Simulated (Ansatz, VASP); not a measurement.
**Mo: VASP beside Ansatz**

```
Mo
1.0
    -1.56513    1.56513    1.56513
     1.56513   -1.56513    1.56513
     1.56513    1.56513   -1.56513
Mo
1
Direct
  0.00000 0.00000 0.00000
```

Alike in both runs: functional PBE; dispersion D3(BJ); k mesh 18 × 18 × 18; occupations gaussian, width 0.1 eV; no spin polarisation.

Ansatz relaxed the structure, and its values are those at the end. VASP's run is a single point on that final structure, the one shown.

|  | VASP | Ansatz |
| --- | --- | --- |
| version | VASP 6.6.1 | Ansatz 0.2.0 |
| potentials or method | VASP PAW PBE potentials, release 64 (Mo_sv) | scalar-relativistic, plane waves, PAW |
| plane-wave cutoff (eV) | 520 | 420 |
| valence electrons in the cell | 14 | 14 |

|  | VASP | Ansatz | Ansatz less VASP |
| --- | --- | --- | --- |
| gap on the k mesh at the Fermi level (eV) | none | none | - |
| pressure (GPa) | 0.6 | 0.0 | -0.58 |

A gap of «none» marks a metal or a gap that the smearing closes.

Caveats: pairwise dispersion overbinds metals, which lowers pressure and volume.
